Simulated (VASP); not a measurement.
# SiC (Moissanite 3C) (F-43m) in VASP: a series of runs, part 2 of 2

VASP 6.6.1. Earlier steps stand in the parts before.

## (4) Single point, r2SCAN

Input file INCAR:

```
PREC     = Accurate       # precision mode
ENCUT    = 340            # plane-wave cutoff, eV
EDIFF    = 1E-7           # SCF threshold, eV
ISMEAR   = 0              # smearing method
SIGMA    = 0.05           # smearing width, eV
LREAL    = F              # projectors in reciprocal space
LASPH    = T              # aspherical terms in the spheres
NELM     = 100            # most SCF steps
ALGO     = Normal         # electronic algorithm
ISIF     = 2              # what is computed and relaxed
LWAVE    = F              # write WAVECAR
LCHARG   = F              # write CHGCAR
METAGGA  = R2SCAN         # meta-GGA
LMIXTAU  = T            
ADDGRID  = F
```

Input file KPOINTS:

```
regular mesh
0
Gamma
  8 8 8
```

Input file POSCAR:

```
SiC
1.0
    0.0000000000      2.1790000000      2.1790000000
    2.1790000000      0.0000000000      2.1790000000
    2.1790000000      2.1790000000      0.0000000000
Si C
1 1
Direct
    0.0000000000      0.0000000000      0.0000000000
    0.7500000000      0.7500000000      0.7500000000
```

Potentials or basis: VASP PAW PBE potentials, release 64 (Si, C).

The run is started by

```
> cat potpaw_PBE.64/Si/POTCAR potpaw_PBE.64/C/POTCAR > POTCAR
> mpirun -np 1 vasp_std > vasp.out
```

OUTCAR:

```text
PREC = Accurate
   ENCUT = 340
   EDIFF = 1E-7
   ISMEAR = 0
   LREAL = F
   LASPH = T
   NELM = 100
   ISIF = 2
   METAGGA = R2SCAN

 Found     29 irreducible k-points:

 Following reciprocal coordinates:
            Coordinates               Weight
  0.000000  0.000000  0.000000      1.000000
  0.125000  0.000000  0.000000      8.000000
  0.250000  0.000000  0.000000      8.000000
  0.375000  0.000000  0.000000      8.000000
  0.500000  0.000000  0.000000      4.000000
  0.125000  0.125000  0.000000      6.000000
   k-points           NKPTS =     29   k-points in BZ     NKDIM =     29   number of bands    NBANDS=      8
   number of dos      NEDOS =    301   number of ions     NIONS =      2
   total plane-waves  NPLWV =   8000
   dimension x,y,z NGX =    20 NGY =   20 NGZ =   20
   dimension x,y,z NGXF=    40 NGYF=   40 NGZF=   40
   ions per type =               1   1
   NGX,Y,Z   is equivalent  to a cutoff of  10.79, 10.79, 10.79 a.u.
   NGXF,Y,Z  is equivalent  to a cutoff of  21.58, 21.58, 21.58 a.u.
 SYSTEM =  unknown system
   PREC   = accura    normal or accurate (medium, high low for compatibility)
   ISTART =      0    job   : 0-new  1-cont  2-samecut
   ICHARG =      2    charge: 1-file 2-atom 10-const
   ISPIN  =      1    spin polarized calculation?
   LNONCOLLINEAR =      F non collinear calculations
   LSORBIT =      F    spin-orbit coupling
   LASPH  =      T    aspherical Exc in radial PAW
   ENCUT  =  340.0 eV  24.99 Ry    5.00 a.u.   4.63  4.63  4.63*2*pi/ulx,y,z
   NELM   =    100;   NELMIN=  2; NELMDL= -5     # of ELM steps
   EDIFF  = 0.1E-06   stopping-criterion for ELM
   LREAL  =      F    real-space projection
   EDIFFG = 0.1E-05   stopping-criterion for IOM
   NSW    =      0    number of steps for IOM
   IBRION =     -1    ionic relax: 0-MD 1-quasi-New 2-CG
   NFREE  =      0    steps in history (QN), initial steepest desc. (CG)
   ISIF   =      2    stress and relaxation
   ISYM   =      2    0-nonsym 1-usesym 2-fastsym
   POTIM  = 0.5000    time-step for ionic-motion
   TEBEG  =    0.0;   TEEND  =   0.0 temperature during run
   PSTRESS=    0.0 pullay stress
   NELECT =       8.0000    total number of electrons
   NUPDOWN=      -1.0000    fix difference up-down
   EMIN   =  10.00;   EMAX   =-10.00  energy-range for DOS
   EFERMI =   0.00;   METHOD = LEGACY
   ISMEAR =     0;   SIGMA  =   0.05  broadening in eV -4-tet -1-fermi 0-gaus
   EFERMI_NEDOS =   21; number of points for ismear=-14 and -15
   IALGO  =     38    algorithm
   IMIX   =      4    mixing-type and parameters
     AMIX     =   0.40;   BMIX     =  1.00
     AMIX_MAG =   1.60;   BMIX_MAG =  1.00
  volume/ion in A,a.u.               =      10.35        69.82
  Fermi-wavevector in a.u.,A,eV,Ry     =   1.192626  2.253736 19.352338  1.422357
  Thomas-Fermi vector in A             =   2.328660
   LORBIT       =      0    0 simple, 1 ext, 2 COOP (PROOUT), +10 PAW based schemes
   METAGGA = R2SCAN    functional components
   LHFCALC =     F    Hartree Fock is set to
   AEXX    =    0.0000 exact exchange contribution
   IVDW    =     0    specifies the selected vdW correction
   LEPSILON=     F    determine dielectric tensor
   LRPA    =     F    only Hartree local field effects (RPA)
 non-spin polarized calculation
 Gauss-broadening in eV      SIGMA  =   0.05
  energy-cutoff  :      340.00
  volume of cell :       20.69
 maximum number of plane-waves:       304
   NGX =  9   NGY =  9   NGZ =  9

 number of electron       8.0000001 magnetization

 Free energy of the ion-electron system (eV)
  ---------------------------------------------------
  ext. energy  EPLUGINS =         0.00000000
  ---------------------------------------------------
  free energy    TOTEN  =       -19.34879804 eV

  energy without entropy =      -19.34879804  energy(sigma->0) =      -19.34879804

 E-fermi :   8.2895     XC(G=0): -11.9329

 val. band max:        8.0035959247   @ k =   0.0000   0.0000   0.0000
 cond. band min:       9.7076626469   @ k =   0.5000   0.5000   0.0000
 fundamental gap:      1.7040667222
 Fermi energy:         8.2894964896

 k-point     1 :       0.0000    0.0000    0.0000
  band No.  band energies     occupation
      1      -8.2068      2.00000
      2       8.0036      2.00000
      3       8.0036      2.00000
      4       8.0036      2.00000
      5      14.7933      0.00000
      6      15.8352      0.00000
      7      15.8352      0.00000
      8      15.8352      0.00000
[... 45 lines left out ...]
 k-point     6 :       0.1250    0.1250    0.0000
  band No.  band energies     occupation
      1      -7.7865      2.00000
      2       6.8196      2.00000
      3       7.2614      2.00000
      4       7.2614      2.00000
      5      14.7103      0.00000
      6      15.8388      0.00000
      7      16.9659      0.00000
      8      16.9659      0.00000

 [... further k-points ...]

------------------------ aborting loop because EDIFF is reached ----------------------------------------

  FORCE on cell =-STRESS in cart. coord.  units (eV):
  Direction    XX          YY          ZZ          XY          YZ          ZX
  --------------------------------------------------------------------------------------
  -------------------------------------------------------------------------------------
  Total       -0.5337951     -0.5337951     -0.5337951      0.0000000     -0.0000000     -0.0000000
  in kB      -41.3317180    -41.3317180    -41.3317180      0.0000000     -0.0000000     -0.0000000
  external PRESSURE =     -41.3317180 kB  Pullay stress =       0.0000000 kB

 VOLUME and BASIS-vectors are now :
 -----------------------------------------------------------------------------
  energy-cutoff  :      340.00
  volume of cell :       20.69
      direct lattice vectors                 reciprocal lattice vectors
     0.000000000  2.179000000  2.179000000    -0.229463056  0.229463056  0.229463056
     2.179000000  0.000000000  2.179000000     0.229463056 -0.229463056  0.229463056
     2.179000000  2.179000000  0.000000000     0.229463056  0.229463056 -0.229463056

 POSITION                                       TOTAL-FORCE (eV/Angst)
 -----------------------------------------------------------------------------------
      0.00000      0.00000      0.00000        -0.000000     -0.000000      0.000000
      3.26850      3.26850      3.26850         0.000000      0.000000     -0.000000
 -----------------------------------------------------------------------------------
    total drift:                               -0.000002     -0.000002     -0.000002

  FREE ENERGIE OF THE ION-ELECTRON SYSTEM (eV)
  ---------------------------------------------------
  free  energy   TOTEN  =       -19.3487980370 eV

  energy  without entropy=      -19.3487980370  energy(sigma->0) =      -19.34879804
```

OSZICAR:

```text
N       E                     dE             d eps       ncg     rms          rms(c)
DAV:   1    -0.622760172518E+01   -0.62276E+01   -0.35237E+03   488   0.625E+02
DAV:   2    -0.220369711279E+02   -0.15809E+02   -0.14800E+02   640   0.928E+01
DAV:   3    -0.222993359253E+02   -0.26236E+00   -0.26236E+00   544   0.143E+01
[... 16 lines left out ...]
DAV:  20    -0.193487984893E+02   -0.22064E-06   -0.57451E-09   232   0.676E-04    0.162E-04
DAV:  21    -0.193487979917E+02    0.49765E-06   -0.22272E-09   232   0.588E-04    0.230E-05
DAV:  22    -0.193487981671E+02   -0.17540E-06   -0.23934E-10   232   0.153E-04    0.257E-05
DAV:  23    -0.193487980069E+02    0.16021E-06   -0.72316E-11   232   0.808E-05    0.213E-05
DAV:  24    -0.193487980370E+02   -0.30161E-07   -0.23847E-11   232   0.501E-05
   1 F= -.19348798E+02 E0= -.19348798E+02  d E =-.104394E-17
```

Wall time 12 s (1 thread of Intel Xeon 6975P-C (Granite Rapids), shared host); peak memory 0.12 GiB.

The run converged, but a check on its numbers failed (symmetry, net force, bounds or a known fault of this set-up), so they aren't taken as properties of the crystal.

Caveat: the cutoff lies under the usual one of these potentials, so the numbers hold a large basis-set error; the PAW data sets were made with another functional, which shifts forces and pressure a little.

## (5) Single point, r2SCAN

Changes to INCAR since step 4:

```diff
@@ -1,3 +1,3 @@
 PREC     = Accurate       # precision mode
-ENCUT    = 340            # plane-wave cutoff, eV
+ENCUT    = 650            # plane-wave cutoff, eV
 EDIFF    = 1E-7           # SCF threshold, eV
```

Input file KPOINTS:

```
regular mesh
0
Gamma
  6 6 6
```

POSCAR is that of step 4.

The run is started by

```
> cat potpaw_PBE.64/Si/POTCAR potpaw_PBE.64/C/POTCAR > POTCAR
> mpirun -np 1 vasp_std > vasp.out
```

It took 14 s on 1 thread of Intel Xeon 6975P-C (Granite Rapids), shared host; peak memory 0.15 GiB.

The run converged, but some of its settings lie outside the range that counts as converged, so its numbers aren't taken as properties of the crystal.

What came out:

```
Free energy            : -19.3214 eV
Pressure               : -0.6 GPa
Band gap on the k mesh : 1.72 eV, indirect (least direct gap 5.06 eV)
```

Caveat: the PAW data sets were made with another functional, which shifts forces and pressure a little.

## (6) Single point, r2SCAN

Changes to INCAR since step 5:

```diff
@@ -1,3 +1,3 @@
 PREC     = Accurate       # precision mode
-ENCUT    = 650            # plane-wave cutoff, eV
+ENCUT    = 400            # plane-wave cutoff, eV
 EDIFF    = 1E-7           # SCF threshold, eV
```

Input file KPOINTS:

```
regular mesh
0
Gamma
  8 8 8
```

POSCAR is that of step 5.

Potentials or basis: VASP PAW PBE potentials, release 64 (Si, C).

The run is started by

```
> cat potpaw_PBE.64/Si/POTCAR potpaw_PBE.64/C/POTCAR > POTCAR
> mpirun -np 1 vasp_std > vasp.out
```

Wall time 12 s (1 thread of Intel Xeon 6975P-C (Granite Rapids), shared host); peak memory 0.12 GiB.

The run converged, but some of its settings lie outside the range that counts as converged, so its numbers aren't taken as properties of the crystal.

What came out:

| Item | Value |
| --- | --- |
| Free energy | -19.3343 eV |
| Band gap on the k mesh | 1.72 eV, indirect (least direct gap 5.06 eV) |

Caveat: the cutoff is under 1.25 times the usual one of these potentials, so pressure, stress and relaxed cells hold a basis-set (Pulay) error; the PAW data sets were made with another functional, which shifts forces and pressure a little.

## (7) For comparison

An earlier run on the cell as given: functional PBE; potentials or basis VASP PAW PBE potentials, release 64 (Si, C); cutoff 520 eV; k mesh 10 × 10 × 10; occupations fermi-dirac, width 0.05 eV; no spin polarisation.

- Pressure: 3.2 GPa
- Band gap on the k mesh: 1.36 eV, indirect (least direct gap 4.54 eV)
